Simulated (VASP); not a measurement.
# HfC (Fm-3m) in VASP: settings compared, part 2 of 3

VASP 6.6.1. The steps go on from the part before.

## Step 3: Relaxation of cell and atoms, PBEsol0

The input, POSCAR:

```
HfC
1.0
    0.0000000000      2.3250000000      2.3250000000
    2.3250000000      0.0000000000      2.3250000000
    2.3250000000      2.3250000000      0.0000000000
Hf C
1 1
Direct
    0.5000000000      0.5000000000      0.5000000000
    0.0000000000      0.0000000000      0.0000000000
```

The input, INCAR.step1:

```
SYSTEM = HfC
  ALGO = Normal
  EDIFF = 1E-5
  ENCUT = 600
  GGA = PE
  ISMEAR = -1
  LASPH = .True.
  LCHARG = .False.
  LREAL = .False.
  LWAVE = .True.
  NELM = 80
  PREC = Accurate
  SIGMA = 0.05
```

The input, INCAR.step2:

```
SYSTEM = HfC
  AEXX = 0.25
  ALGO = Normal
  EDIFF = 1E-6
  EDIFFG = -0.01
  ENCUT = 600
  GGA = PS
  IBRION = 2
  ISIF = 3
  ISMEAR = -1
  ISTART = 1
  LASPH = .True.
  LCHARG = .False.
  LHFCALC = .True.
  LREAL = .False.
  LWAVE = .False.
  NELM = 80
  NSW = 60
  PREC = Accurate
  PRECFOCK = Fast
  SIGMA = 0.05
```

The input, KPOINTS:

```
k-points
0
Gamma
  5 5 5
  0 0 0
```

Potentials or basis: VASP PAW PBE potentials, release 64 (Hf_pv, C).

Command:

```console
$ cat potpaw_PBE.64/Hf_pv/POTCAR potpaw_PBE.64/C/POTCAR > POTCAR
$ cp INCAR.step1 INCAR
$ mpirun -np 1 vasp_std > vasp.out
$ cp INCAR.step2 INCAR
$ mpirun -np 1 vasp_std > vasp.out
```

OUTCAR:

```text
SYSTEM = HfC
   AEXX = 0.25
   EDIFF = 1E-6
   EDIFFG = -0.01
   ENCUT = 600
   GGA = PS
   IBRION = 2
   ISIF = 3
   ISMEAR = -1
   ISTART = 1
   LASPH = .True.
   LHFCALC = .True.
   LREAL = .False.
   NELM = 80
   NSW = 60
   PREC = Accurate
   PRECFOCK = Fast

 ion  position               nearest neighbor table
   1  0.500  0.500  0.500-   2 2.33   2 2.33   2 2.33   2 2.33   2 2.33   2 2.33
   2  0.000  0.000  0.000-   1 2.33   1 2.33   1 2.33   1 2.33   1 2.33   1 2.33

  LATTYP: Found a face centered cubic cell.
 ALAT       =     4.6500000000

  Lattice vectors:

 A1 = (   0.0000000000,   2.3250000000,   2.3250000000)
 A2 = (   2.3250000000,   0.0000000000,   2.3250000000)
 A3 = (   2.3250000000,   2.3250000000,   0.0000000000)

Analysis of symmetry for initial positions (statically):
=====================================================================
 Subroutine PRICEL returns:
 Original cell was already a primitive cell.

 Routine SETGRP: Setting up the symmetry group for a
 face centered cubic supercell.

 Subroutine GETGRP returns: Found 48 space group operations
 (whereof 48 operations were pure point group operations)
 out of a pool of 48 trial point group operations.

The static configuration has the point symmetry O_h .

Analysis of symmetry for dynamics (positions and initial velocities):
=====================================================================
 Subroutine PRICEL returns:
 Original cell was already a primitive cell.

 Routine SETGRP: Setting up the symmetry group for a
 face centered cubic supercell.

 Subroutine GETGRP returns: Found 48 space group operations
 (whereof 48 operations were pure point group operations)
 out of a pool of 48 trial point group operations.

The dynamic configuration has the point symmetry O_h .

 Subroutine INISYM returns: Found 48 space group operations
 (whereof 48 operations are pure point group operations),
 and found     1 'primitive' translations

----------------------------------------------------------------------------------------
[... 119 lines left out ...]
  energy-cutoff  :      600.00
  volume of cell :       25.14
 maximum number of plane-waves:       869
 NGX is ok and might be reduce to    28
  NGX = 16; NGY = 16; NGZ = 16

--------------------------------------- Ionic step        1  -------------------------------------------

 number of electron      14.0000000 magnetization

 Free energy of the ion-electron system (eV)
  ---------------------------------------------------
  ext. energy  EPLUGINS =         0.00000000
  ---------------------------------------------------
  free energy    TOTEN  =       -26.31414308 eV

  energy without entropy =      -26.31077559  energy(sigma->0) =      -26.31245934

------------------------ aborting loop because EDIFF is reached ----------------------------------------

  FORCE on cell =-STRESS in cart. coord.  units (eV):
  Direction    XX          YY          ZZ          XY          YZ          ZX
  --------------------------------------------------------------------------------------
  -------------------------------------------------------------------------------------
  Total       -1.3557589     -1.3557589     -1.3557589      0.0000000      0.0000000      0.0000000
  in kB      -86.4160044    -86.4160044    -86.4160044      0.0000000      0.0000000      0.0000000
  external PRESSURE =     -86.4160044 kB  Pullay stress =       0.0000000 kB
[... 23 lines left out ...]
--------------------------------------- Ionic step        2  -------------------------------------------

 number of electron      14.0000002 magnetization

 E-fermi :   6.1354     XC(G=0): -10.1290

 val. band max:        6.1353176114   @ k =   0.4000   0.4000   0.0000
 cond. band min:       6.8406854310   @ k =   0.2000   0.2000   0.0000
 fundamental gap:      0.7053678197
 Fermi energy:         6.1353954323

 k-point     1 :       0.0000    0.0000    0.0000
  band No.  band energies     occupation
      1     -25.2470      2.00000
      2     -25.2460      2.00000
      3     -25.2450      2.00000
      4      -8.5085      2.00000
      5       7.8667      0.00000
      6       7.8814      0.00000
      7       7.8961      0.00000
      8       8.6807      0.00000
      9       8.6829      0.00000
     10       8.6851      0.00000
     11      10.9757      0.00000
[... 195 lines left out ...]
--------------------------------------- Ionic step        4  -------------------------------------------

 number of electron      13.9999999 magnetization

 Free energy of the ion-electron system (eV)
  ---------------------------------------------------
  ext. energy  EPLUGINS =         0.00000000
  ---------------------------------------------------
  free energy    TOTEN  =       -26.33776209 eV

  energy without entropy =      -26.33440799  energy(sigma->0) =      -26.33608504

 E-fermi :   5.5360     XC(G=0):  -9.8787

 val. band max:        5.5358850363   @ k =   0.4000   0.4000   0.0000
 cond. band min:       6.4576273381   @ k =   0.2000   0.2000   0.0000
 fundamental gap:      0.9217423019
 Fermi energy:         5.5360075349

 k-point     1 :       0.0000    0.0000    0.0000
  band No.  band energies     occupation
      1     -26.0947      2.00000
      2     -26.0938      2.00000
      3     -26.0929      2.00000
      4      -8.6729      2.00000
      5       7.2918      0.00000
      6       7.3064      0.00000
      7       7.3209      0.00000
      8       8.1563      0.00000
      9       8.1584      0.00000
     10       8.1605      0.00000
     11      10.2437      0.00000
[... 153 lines left out ...]
  FREE ENERGIE OF THE ION-ELECTRON SYSTEM (eV)
  ---------------------------------------------------
  free  energy   TOTEN  =       -26.3377620904 eV

  energy  without entropy=      -26.3344079889  energy(sigma->0) =      -26.33608504

 reached required accuracy - stopping structural energy minimisation
```

OSZICAR.step1:

```text
N       E                     dE             d eps       ncg     rms          rms(c)
DAV:   1     0.217135763821E+02    0.21714E+02   -0.86071E+03   228   0.137E+03
DAV:   2    -0.223511826220E+02   -0.44065E+02   -0.41809E+02   266   0.225E+02
DAV:   3    -0.241795292602E+02   -0.18283E+01   -0.18103E+01   287   0.334E+01
DAV:   4    -0.242001848679E+02   -0.20656E-01   -0.20552E-01   255   0.375E+00
DAV:   5    -0.242004983205E+02   -0.31345E-03   -0.31344E-03   283   0.382E-01    0.570E+01
DAV:   6    -0.210896359884E+02    0.31109E+01   -0.20661E+01   241   0.234E+01    0.404E+01
DAV:   7    -0.210243448216E+02    0.65291E-01   -0.72395E-01   241   0.631E+00    0.259E+01
DAV:   8    -0.210082774567E+02    0.16067E-01   -0.96498E-02   238   0.299E+00    0.773E+00
DAV:   9    -0.210026744505E+02    0.56030E-02   -0.12557E-02   229   0.117E+00    0.238E+00
DAV:  10    -0.210026843614E+02   -0.99110E-05   -0.64936E-04   276   0.254E-01    0.416E-01
DAV:  11    -0.210026891118E+02   -0.47504E-05   -0.10800E-05   134   0.404E-02
   1 F= -.21002689E+02 E0= -.20998596E+02  d E =-.818578E-02
```

Wall time 18 min (1 thread of Intel Xeon Platinum 8488C (Sapphire Rapids), shared host); peak memory 0.16 GiB.

What came out:

```yaml
Free_energy: -26.3378 eV
Relaxed_volume: 12.14 Å³/atom
Relaxed_cell: a = 3.251 Å, b = 3.251 Å, c = 3.251 Å, α = 60.00°, β = 60.00°, γ = 60.00°
Space_group_after_relaxing_to_0.05_Å: Fm-3m (No. 225)
Energy_gained_by_relaxing: 11.8 meV/atom
Ionic_steps: 4
Pressure_after_relaxing: -0.1 GPa
Band_gap_on_the_k_mesh: none (metal or under the smearing width)
```

Step by step:
| step | energy change (eV) | largest force (eV/Å) | pressure (GPa) | volume (Å³) |
| --- | --- | --- | --- | --- |
| 1 | 0.0000 | 0.0000 | -8.64 | 25.14 |
| 2 | 0.0673 | 0.0000 | 19.98 | 22.75 |
| 3 | -0.0236 | 0.0000 | -0.17 | 24.31 |
| 4 | -0.0236 | 0.0000 | -0.09 | 24.29 |

Final structure:
```yaml
crystal:
  lattice:
    - [0.00000, 2.29857, 2.29857]
    - [2.29857, 0.00000, 2.29857]
    - [2.29857, 2.29857, 0.00000]
  atoms:
    - { symbol: Hf, position: [0.50000, 0.50000, 0.50000] }
    - { symbol: C, position: [0.00000, 0.00000, 0.00000] }
```

Caveat: the k mesh is coarse (spacing up to 0.47 Å⁻¹), so the values aren't converged, least of all with exact exchange; the PAW data sets were made with another functional, which shifts forces and pressure a little. The run has no spin-orbit coupling, so splittings on Hf are missing.

## Step 4: Relaxation of cell and atoms, B3LYP

POSCAR is that of step 3.

The input, INCAR.step1:

```
PREC = Accurate ; ENCUT = 600
EDIFF = 1E-5 ; ISMEAR = -1
SIGMA = 0.05 ; LREAL = False
LASPH = True ; NELM = 100
ALGO = Normal ; LWAVE = True
LCHARG = False ; GGA = PE
```

The input, INCAR.step2:

```
PREC = Accurate ; ENCUT = 600
EDIFF = 1E-6 ; ISMEAR = -1
SIGMA = 0.05 ; LREAL = False
LASPH = True ; NELM = 100
ALGO = Normal ; ISIF = 3
LWAVE = False ; LCHARG = False
GGA = B3 ; LHFCALC = True
AEXX = 0.2 ; AGGAX = 0.72
AGGAC = 0.81 ; ALDAC = 0.19
PRECFOCK = Normal ; IBRION = 2
NSW = 40 ; EDIFFG = -0.01
ISTART = 1
```

The input, KPOINTS:

```
Automatic mesh
0
Gamma
  5 5 5
```

Potentials or basis: VASP PAW PBE potentials, release 64 (Hf_pv, C).

Command:

```console
$ cat potpaw_PBE.64/Hf_pv/POTCAR potpaw_PBE.64/C/POTCAR > POTCAR
$ cp INCAR.step1 INCAR
$ mpirun -np 1 vasp_std > vasp.out
$ cp INCAR.step2 INCAR
$ mpirun -np 1 vasp_std > vasp.out
```

OUTCAR:

```text
PREC = Accurate
   ENCUT = 600
   EDIFF = 1E-6
   ISMEAR = -1
   LREAL = False
   LASPH = True
   NELM = 100
   ISIF = 3
   GGA = B3
   LHFCALC = True
   AEXX = 0.2
   PRECFOCK = Normal
   IBRION = 2
   NSW = 40
   EDIFFG = -0.01
   ISTART = 1

 ion  position               nearest neighbor table
   1  0.500  0.500  0.500-   2 2.33   2 2.33   2 2.33   2 2.33   2 2.33   2 2.33
   2  0.000  0.000  0.000-   1 2.33   1 2.33   1 2.33   1 2.33   1 2.33   1 2.33

  LATTYP: Found a face centered cubic cell.
 ALAT       =     4.6500000000

  Lattice vectors:

 A1 = (   0.0000000000,   2.3250000000,   2.3250000000)
 A2 = (   2.3250000000,   0.0000000000,   2.3250000000)
 A3 = (   2.3250000000,   2.3250000000,   0.0000000000)

Analysis of symmetry for initial positions (statically):
=====================================================================
 Subroutine PRICEL returns:
 Original cell was already a primitive cell.

 Routine SETGRP: Setting up the symmetry group for a
 face centered cubic supercell.

[... 151 lines left out ...]

 number of electron      14.0000000 magnetization

 Free energy of the ion-electron system (eV)
  ---------------------------------------------------
  ext. energy  EPLUGINS =         0.00000000
  ---------------------------------------------------
  free energy    TOTEN  =       -22.98054650 eV

  energy without entropy =      -22.97709155  energy(sigma->0) =      -22.97881903

------------------------ aborting loop because EDIFF is reached ----------------------------------------

  FORCE on cell =-STRESS in cart. coord.  units (eV):
  Direction    XX          YY          ZZ          XY          YZ          ZX
  --------------------------------------------------------------------------------------
  -------------------------------------------------------------------------------------
  Total        0.4728897      0.4728897      0.4728897     -0.0000000      0.0000000     -0.0000000
  in kB       30.1419683     30.1419683     30.1419683     -0.0000000      0.0000000     -0.0000000
  external PRESSURE =      30.1419683 kB  Pullay stress =       0.0000000 kB
[... 59 lines left out ...]
--------------------------------------- Ionic step        3  -------------------------------------------

 number of electron      14.0000001 magnetization

 Free energy of the ion-electron system (eV)
  ---------------------------------------------------
  ext. energy  EPLUGINS =         0.00000000
  ---------------------------------------------------
  free energy    TOTEN  =       -22.98347214 eV

  energy without entropy =      -22.98000057  energy(sigma->0) =      -22.98173636

 E-fermi :   5.6248     XC(G=0):  -9.6830

 val. band max:        5.6239776842   @ k =   0.4000   0.4000   0.0000
 cond. band min:       6.6013847517   @ k =   0.2000   0.2000   0.0000
 fundamental gap:      0.9774070675
 Fermi energy:         5.6247860198

 k-point     1 :       0.0000    0.0000    0.0000
  band No.  band energies     occupation
      1     -25.8021      2.00000
      2     -25.8014      2.00000
      3     -25.8008      2.00000
      4      -7.8043      2.00000
      5       7.2218      0.00000
      6       7.2332      0.00000
      7       7.2446      0.00000
      8       8.0827      0.00000
      9       8.0843      0.00000
     10       8.0858      0.00000
     11       9.9657      0.00000
[... 153 lines left out ...]
  FREE ENERGIE OF THE ION-ELECTRON SYSTEM (eV)
  ---------------------------------------------------
  free  energy   TOTEN  =       -22.9834721433 eV

  energy  without entropy=      -22.9800005725  energy(sigma->0) =      -22.98173636

 reached required accuracy - stopping structural energy minimisation
```

OUTCAR.step1:

```text
PREC = Accurate
   ENCUT = 600
   EDIFF = 1E-5
   ISMEAR = -1
   LREAL = False
[... 345 lines left out ...]
      2.32500      2.32500      2.32500         0.000000      0.000000      0.000000
      0.00000      0.00000      0.00000        -0.000000     -0.000000     -0.000000
 -----------------------------------------------------------------------------------
    total drift:                                0.000000      0.000000      0.000000

  FREE ENERGIE OF THE ION-ELECTRON SYSTEM (eV)
  ---------------------------------------------------
  free  energy   TOTEN  =       -21.0026891118 eV

  energy  without entropy=      -20.9945033359  energy(sigma->0) =      -20.99859622
```

Run time: 20 min. Hardware: 1 thread of Intel Xeon 6975P-C (Granite Rapids), shared host; peak memory 0.16 GiB.

What came out:

```
Free energy                            : -22.9835 eV
Relaxed volume                         : 12.72 Å³/atom
Relaxed cell                           : a = 3.302 Å, b = 3.302 Å, c = 3.302 Å, α = 60.00°, β = 60.00°, γ = 60.00°
Space group after relaxing (to 0.05 Å) : Fm-3m (No. 225)
Energy gained by relaxing              : 1.5 meV/atom
Ionic steps                            : 3
Pressure after relaxing                : -0.1 GPa
Band gap on the k mesh                 : none (metal or under the smearing width)
```

Step by step:
```
step  energy change (eV)  largest force (eV/Å)  pressure (GPa)  volume (Å³)
   1              0.0000                0.0000            3.01        25.14
   2              0.0062                0.0000           -5.08        26.01
   3             -0.0029                0.0000           -0.09        25.45
```

Final structure:
```
Hf C
1.0
     0.00000    2.33454    2.33454
     2.33454    0.00000    2.33454
     2.33454    2.33454    0.00000
Hf C
1 1
Direct
  0.50000 0.50000 0.50000
  0.00000 0.00000 0.00000
```

Levels at points of the mesh, in eV from the Fermi level:
| k point | band 3 | band 4 | band 5 | band 6 | band 7 | band 8 | band 9 | band 10 | band 11 |
| --- | --- | --- | --- | --- | --- | --- | --- | --- | --- |
| (0.00, 0.00, 0.00) | -31.43 | -13.43 | 1.60 | 1.61 | 1.62 | 2.46 | 2.46 | 2.46 | 4.34 |

Caveat: the k mesh is coarse (spacing up to 0.47 Å⁻¹), so the values aren't converged, least of all with exact exchange; the PAW data sets were made with another functional, which shifts forces and pressure a little. Zero-point motion and thermal expansion aren't in these numbers.

(Continued in part 3 of 3.)
